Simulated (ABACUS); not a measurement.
# Ti under changes of volume

One of the cells (16.731 Å³/atom); the others are scaled copies at fixed shape and fractional positions:

```
Ti
1.0
     0.00000    2.03000    2.03000
     2.03000    0.00000    2.03000
     2.03000    2.03000    0.00000
Ti
1
Cartesian
  0.0000 0.0000 0.0000
```

This isn't the form of Ti at room conditions, which is hcp.

* Program: ABACUS 3.10.1
* Functional: PBE
* Potentials or basis: PseudoDojo NC SR 0.4.1 PBE standard
* Cutoff: 1361 eV
* Density cutoff: 5442 eV
* Basis: DZP LCAO (the cutoffs set its grid)
* k mesh: 11 × 11 × 11
* Occupations: fermi-dirac, width 0.05 eV
* Spin: no spin polarisation

```csv
volume (Å³/atom),energy over the lowest point (meV/atom),pressure (GPa)
15.727,64.76,13.5
16.062,40.31,10.3
16.396,?,?
16.731,9.79,4.9
17.065,2.53,2.5
17.400,0.00,0.3
17.735,1.86,-1.7
```

Task: What does the run at 16.396 Å³/atom give?

Result: Energy over the lowest point 22.20 meV/atom; pressure 7.5 GPa.

Worked out: A Birch-Murnaghan fit of order 3 (a polynomial in V^(-2/3)) to the other rows has its minimum at 17.42 Å³/atom with B0 = V·E''(V) = 107 GPa and B' = 3.7. It gives 22.22 meV/atom at 16.396 Å³/atom, against the run's 22.20, and -dE/dV = 7.3 GPa, against 7.5.

Energies are extrapolated to zero smearing.

Caveats: the atomic orbitals were generated for these runs and aren't a published set; the basis of atomic orbitals isn't converged, which shifts pressures, moduli and gaps.
